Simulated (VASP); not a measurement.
# Zr (Im-3m) in VASP: notebook, part 2 of 2

VASP 6.6.1.

## Step 5: Relaxation of cell and atoms, r2SCAN+D3(BJ)+U

File INCAR:

```
PREC = Accurate
ENCUT = 600
EDIFF = 0.001
ISMEAR = 0
SIGMA = 0.01
LREAL = False
LASPH = True
NELM = 80
ALGO = Normal
ISIF = 3
LWAVE = False
LCHARG = False
LMAXMIX = 4
LDAU = True
LDAUTYPE = 2
LDAUL = 2
LDAUU = 6.2
LDAUJ = 0
LDAUPRINT = 1
METAGGA = R2SCAN
LMIXTAU = True
IVDW = 12
VDW_S6 = 1.0
VDW_S8 = 0.78981345
VDW_A1 = 0.49484001
VDW_A2 = 5.73083694
IBRION = 2
NSW = 40
EDIFFG = -0.005
ISYM = 1
```

File Zr.cif:

```cif
data_Zr
_cell_length_a 3.62000000
_cell_length_b 3.62000000
_cell_length_c 3.62000000
_cell_angle_alpha 90.00000000
_cell_angle_beta 90.00000000
_cell_angle_gamma 90.00000000
_space_group_name_H-M_alt 'Im-3m'
_space_group_name_Hall '-I 4 2 3'
_space_group_IT_number 229
loop_
_space_group_symop_operation_xyz
'x,y,z'
'-x,-y,-z'
'-y,x,z'
'y,-x,-z'
'-x,-y,z'
'x,y,-z'
'y,-x,z'
'-y,x,-z'
'x,-y,-z'
'-x,y,z'
'-y,-x,-z'
'y,x,z'
'-x,y,-z'
'x,-y,z'
'y,x,-z'
'-y,-x,z'
'z,x,y'
'-z,-x,-y'
'z,-y,x'
'-z,y,-x'
'z,-x,-y'
'-z,x,y'
'z,y,-x'
'-z,-y,x'
'-z,x,-y'
'z,-x,y'
'-z,-y,-x'
'z,y,x'
'-z,-x,y'
'z,x,-y'
'-z,y,x'
'z,-y,-x'
'y,z,x'
'-y,-z,-x'
'x,z,-y'
'-x,-z,y'
'-y,z,-x'
'y,-z,x'
'-x,z,y'
'x,-z,-y'
'-y,-z,x'
'y,z,-x'
'-x,-z,-y'
'x,z,y'
'y,-z,-x'
'-y,z,x'
'x,-z,y'
'-x,z,-y'
'x+1/2,y+1/2,z+1/2'
'-x+1/2,-y+1/2,-z+1/2'
'-y+1/2,x+1/2,z+1/2'
'y+1/2,-x+1/2,-z+1/2'
'-x+1/2,-y+1/2,z+1/2'
'x+1/2,y+1/2,-z+1/2'
'y+1/2,-x+1/2,z+1/2'
'-y+1/2,x+1/2,-z+1/2'
'x+1/2,-y+1/2,-z+1/2'
'-x+1/2,y+1/2,z+1/2'
'-y+1/2,-x+1/2,-z+1/2'
'y+1/2,x+1/2,z+1/2'
'-x+1/2,y+1/2,-z+1/2'
'x+1/2,-y+1/2,z+1/2'
'y+1/2,x+1/2,-z+1/2'
'-y+1/2,-x+1/2,z+1/2'
'z+1/2,x+1/2,y+1/2'
'-z+1/2,-x+1/2,-y+1/2'
'z+1/2,-y+1/2,x+1/2'
'-z+1/2,y+1/2,-x+1/2'
'z+1/2,-x+1/2,-y+1/2'
'-z+1/2,x+1/2,y+1/2'
'z+1/2,y+1/2,-x+1/2'
'-z+1/2,-y+1/2,x+1/2'
'-z+1/2,x+1/2,-y+1/2'
'z+1/2,-x+1/2,y+1/2'
'-z+1/2,-y+1/2,-x+1/2'
'z+1/2,y+1/2,x+1/2'
'-z+1/2,-x+1/2,y+1/2'
'z+1/2,x+1/2,-y+1/2'
'-z+1/2,y+1/2,x+1/2'
'z+1/2,-y+1/2,-x+1/2'
'y+1/2,z+1/2,x+1/2'
'-y+1/2,-z+1/2,-x+1/2'
'x+1/2,z+1/2,-y+1/2'
'-x+1/2,-z+1/2,y+1/2'
'-y+1/2,z+1/2,-x+1/2'
'y+1/2,-z+1/2,x+1/2'
'-x+1/2,z+1/2,y+1/2'
'x+1/2,-z+1/2,-y+1/2'
'-y+1/2,-z+1/2,x+1/2'
'y+1/2,z+1/2,-x+1/2'
'-x+1/2,-z+1/2,-y+1/2'
'x+1/2,z+1/2,y+1/2'
'y+1/2,-z+1/2,-x+1/2'
'-y+1/2,z+1/2,x+1/2'
'x+1/2,-z+1/2,y+1/2'
'-x+1/2,z+1/2,-y+1/2'
loop_
_atom_site_label
_atom_site_type_symbol
_atom_site_symmetry_multiplicity
_atom_site_Wyckoff_symbol
_atom_site_fract_x
_atom_site_fract_y
_atom_site_fract_z
_atom_site_occupancy
Zr1 Zr 2 a 0.0000000000 0.0000000000 0.0000000000 1
```

File KPOINTS:

```
regular mesh
0
Gamma
  7 7 7
```

File POSCAR:

```
Zr
 1.0000000000000000
     3.6200000000000001    0.0000000000000000    0.0000000000000000
     0.0000000000000000    3.6200000000000001    0.0000000000000000
     0.0000000000000000    0.0000000000000000    3.6200000000000001
 Zr 
   2
Cartesian
  0.0000000000000000  0.0000000000000000  0.0000000000000000
  1.8100000000000001  1.8100000000000001  1.8100000000000001
```

The run is started by

```bash
$ ase convert -i cif -o vasp Zr.cif POSCAR
$ cat potpaw_PBE.64/Zr_sv/POTCAR > POTCAR
$ mpirun -np 1 vasp_std > vasp.out
```

It took 8.6 min on 1 thread of AMD EPYC 7R13 (Zen 3), shared host; peak memory 0.17 GiB.

These settings aren't checked as converged (typed here: ISYM = 1; ENCUT = 600; EDIFF = 0.001): the numbers below hold their error.

Results:

| Item | Value |
| --- | --- |
| Free energy | -38.3699 eV |
| Relaxed volume | 27.28 Å³/atom |
| Relaxed cell | a = 3.793 Å, b = 3.793 Å, c = 3.793 Å, α = 90.00°, β = 90.00°, γ = 90.00° |
| Space group after relaxing (to 0.05 Å) | Im-3m (No. 229) |
| Energy gained by relaxing | 155.5 meV/atom |
| Ionic steps | 21 |
| Pressure after relaxing | 0.0 GPa |
| Band gap on the k mesh | none (metal or under the smearing width) |
| Dispersion energy per atom | -0.213 eV |

Caveat: the volume moved by over 15 % at a fixed basis, so the end points are rough; the PAW data sets were made with another functional, which shifts forces and pressure a little; U without spin polarisation on a metal has little footing; pairwise dispersion overbinds metals, which lowers pressure and volume; the U is typed as a test and isn't derived for this compound.

## Step 6: Relaxation of cell and atoms, RPBE

File INCAR:

```
SYSTEM = Zr
PREC = Accurate ; ENCUT = 600
EDIFF = 1E-6 ; ISMEAR = -1
SIGMA = 0.05 ; LREAL = .FALSE.
LASPH = .TRUE. ; NELM = 60
ALGO = Normal ; ISIF = 3
LWAVE = .FALSE. ; LCHARG = .FALSE.
GGA = RP ; IBRION = 2
NSW = 40 ; EDIFFG = -0.01
```

File KPOINTS:

```
regular mesh
0
G
  10 10 10
  0 0 0
```

File POSCAR:

```
Zr
1.0
   -1.8100000000      1.8100000000      1.8100000000
    1.8100000000     -1.8100000000      1.8100000000
    1.8100000000      1.8100000000     -1.8100000000
Zr
1
Direct
    0.0000000000      0.0000000000      0.0000000000
```

Potentials or basis: VASP PAW PBE potentials, release 64 (Zr_sv).

The run is started by

```bash
$ cat potpaw_PBE.64/Zr_sv/POTCAR > POTCAR
$ mpirun -np 1 vasp_std > vasp.out
```

OUTCAR:

```text
SYSTEM = Zr
   PREC = Accurate
   ENCUT = 600
   EDIFF = 1E-6
   ISMEAR = -1
   LREAL = .FALSE.
   LASPH = .TRUE.
   NELM = 60
   ISIF = 3
   GGA = RP
   IBRION = 2
   NSW = 40
   EDIFFG = -0.01

 ion  position               nearest neighbor table
   1  0.000  0.000  0.000-

  LATTYP: Found a body centered cubic cell.
 ALAT       =     3.6200000000

  Lattice vectors:

 A1 = (  -1.8100000000,   1.8100000000,   1.8100000000)
 A2 = (   1.8100000000,  -1.8100000000,   1.8100000000)
 A3 = (   1.8100000000,   1.8100000000,  -1.8100000000)

Analysis of symmetry for initial positions (statically):
=====================================================================
 Subroutine PRICEL returns:
 Original cell was already a primitive cell.

 Routine SETGRP: Setting up the symmetry group for a
 body centered cubic supercell.

 Subroutine GETGRP returns: Found 48 space group operations
 (whereof 48 operations were pure point group operations)
 out of a pool of 48 trial point group operations.

The static configuration has the point symmetry O_h .

Analysis of symmetry for dynamics (positions and initial velocities):
=====================================================================
 Subroutine PRICEL returns:
[... 165 lines left out ...]
  Total       -0.1684545     -0.1684545     -0.1684545     -0.0000000     -0.0000000     -0.0000000
  in kB      -11.3788252    -11.3788252    -11.3788252     -0.0000000     -0.0000000     -0.0000000
  external PRESSURE =     -11.3788252 kB  Pullay stress =       0.0000000 kB
[... 57 lines left out ...]
--------------------------------------- Ionic step        3  -------------------------------------------

 number of electron      12.0000000 magnetization

 Free energy of the ion-electron system (eV)
  ---------------------------------------------------
  ext. energy  EPLUGINS =         0.00000000
  ---------------------------------------------------
  free energy    TOTEN  =        -8.01206564 eV

  energy without entropy =       -7.99594326  energy(sigma->0) =       -8.00400445

 E-fermi :   8.8005     XC(G=0): -10.9837

 val. band max:        8.7670298222   @ k =   0.2000   0.2000   0.0000
 cond. band min:       8.8486165158   @ k =   0.3000   0.2000   0.1000
 fundamental gap:      0.0815866935
 Fermi energy:         8.8005328295

 k-point     1 :       0.0000    0.0000    0.0000
  band No.  band energies     occupation
      1     -39.7717      2.00000
      2     -17.2936      2.00000
      3     -17.2936      2.00000
      4     -17.2936      2.00000
      5       3.3991      2.00000
      6       9.8903      0.00000
      7       9.8903      0.00000
      8       9.8903      0.00000
      9      12.3402      0.00000
     10      12.3402      0.00000
[... 287 lines left out ...]
 k-point    24 :      -0.3000    0.3000    0.1000
  band No.  band energies     occupation
      1     -39.6638      2.00000
      2     -17.9147      2.00000
      3     -17.5255      2.00000
      4     -17.3685      2.00000
      5       5.8648      2.00000
      6       8.9392      0.11749
      7       8.9393      0.11730
      8      11.2440      0.00000
      9      12.4689      0.00000
     10      13.0939      0.00000

 [... further k-points ...]
[... 5 lines left out ...]
  --------------------------------------------------------------------------------------
  -------------------------------------------------------------------------------------
  Total        0.0005167      0.0005167      0.0005167      0.0000000      0.0000000     -0.0000000
  in kB        0.0354159      0.0354159      0.0354159      0.0000000      0.0000000     -0.0000000
  external PRESSURE =       0.0354159 kB  Pullay stress =       0.0000000 kB
[... 16 lines left out ...]
  FREE ENERGIE OF THE ION-ELECTRON SYSTEM (eV)
  ---------------------------------------------------
  free  energy   TOTEN  =        -8.0120656395 eV

  energy  without entropy=       -7.9959432626  energy(sigma->0) =       -8.00400445

 reached required accuracy - stopping structural energy minimisation
```

It took 22 s on 1 thread of Intel Xeon Platinum 8488C (Sapphire Rapids), shared host; peak memory 0.17 GiB.

Results:

* Free energy: -8.0121 eV
* Relaxed volume: 23.37 Å³/atom
* Relaxed cell: a = 3.120 Å, b = 3.120 Å, c = 3.120 Å, α = 109.47°, β = 109.47°, γ = 109.47°
* Space group after relaxing (to 0.05 Å): Im-3m (No. 229)
* Energy gained by relaxing: 1.2 meV/atom
* Ionic steps: 3
* Pressure after relaxing: 0.0 GPa
* Band gap on the k mesh: none (metal or under the smearing width)

Step by step:
| step | energy change (eV) | largest force (eV/Å) | pressure (GPa) | volume (Å³) |
| --- | --- | --- | --- | --- |
| 1 | 0.0000 | 0.0000 | -1.14 | 23.72 |
| 2 | -0.0007 | 0.0000 | 0.80 | 23.15 |
| 3 | -0.0012 | 0.0000 | 0.00 | 23.37 |

Final structure:
```
Zr
1.0
    -1.80117    1.80117    1.80117
     1.80117   -1.80117    1.80117
     1.80117    1.80117   -1.80117
Zr
1
Direct
  0.00000 0.00000 0.00000
```

Caveat: the PAW data sets were made with another functional, which shifts forces and pressure a little.

## Step 7: Summary

| task | level | potentials or basis | U | cell | k mesh | cutoff (eV) | smearing | optimiser | grid for exact exchange (PRECFOCK) | exchange at q = 0 | mesh quality | gap on the mesh (eV) | pressure (GPa) | relaxed volume (Å³/atom) |
| --- | --- | --- | --- | --- | --- | --- | --- | --- | --- | --- | --- | --- | --- | --- |
| relaxation of the atoms | r2SCAN+D3(BJ)+U | VASP PAW PBE potentials, release 64 (Zr_sv_GW) | Zr d U = 4.5 eV | atoms relaxed from: volume scaled by 0.92 | 10 × 10 × 10 | 550 | methfessel-paxton 0.1 eV | vasp | - | - | not flagged | none | 12.7 | - |
| electrostatic potential | PBE+D2 | VASP PAW PBE potentials, release 64 (Zr_sv) | - | cell strained at random at fixed volume | 10 × 10 × 10 | 520 | methfessel-paxton 0.2 eV | - | - | - | not flagged | none | -3.5 | - |
| relaxation of cell and atoms | PBE0 | VASP PAW PBE potentials, release 64 (Zr_sv) | - | relaxed | 5 × 5 × 5 | 600 | fermi-dirac 0.05 eV | - | Normal | default | coarse | none | 0.0 | 22.49 |
| relaxation of cell and atoms | RPBE | VASP PAW PBE potentials, release 64 (Zr_sv) | - | relaxed | 10 × 10 × 10 | 600 | fermi-dirac 0.05 eV | - | - | - | not flagged | none | 0.0 | 23.37 |

Alike in all rows: no spin polarisation.

Caveats: some runs use coarse meshes; the PAW data sets were made with another functional, which shifts forces and pressure a little (some runs); pairwise dispersion overbinds metals, which lowers pressure and volume (some runs); the relaxation stopped at its first step, so nothing moved (some runs); U without spin polarisation on a metal has little footing (some runs); the U is typed as a test and isn't derived for this compound (some runs); atom-pairwise D2, TS and ULG terms overbind metals (some runs).

Total energies depend on the potentials used, so only differences within one code and one set of settings carry meaning.
